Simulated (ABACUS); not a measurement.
CdS (Hawleyite):

```
CELL_PARAMETERS angstrom
0.00000 2.91650 2.91650
2.91650 0.00000 2.91650
2.91650 2.91650 0.00000
ATOMIC_POSITIONS crystal
Cd 0.00000 0.00000 0.00000
S 0.75000 0.75000 0.75000
```

Base run:

| Item | Value |
| --- | --- |
| Program | ABACUS 3.10.1 |
| Functional | PBEsol |
| Potentials or basis | SG15 ONCV 1.2 PBE |
| Cutoff | 1401 eV |
| Density cutoff | 5606 eV |
| Basis | plane waves |
| k mesh | 6 × 6 × 6 |
| Occupations | fermi-dirac, width 0.05 eV |
| Spin | no spin polarisation |

Its results: band gap on the k mesh 0.99 eV, direct; pressure -0.1 GPa.

Task: The run is repeated on the same cell with these changes: functional from PBEsol to BP86; potentials or basis from SG15 ONCV 1.2 PBE to GBRV ultrasoft 1.5 PBE; cutoff from 1401 eV to 544 eV; density cutoff from 5606 eV to 4354 eV; valence electrons from 26 to 18. What comes out?

Result: Band gap on the k mesh 1.04 eV, direct; pressure 3.1 GPa.

Caveats: the potentials were made for another functional, which shifts forces and pressure.

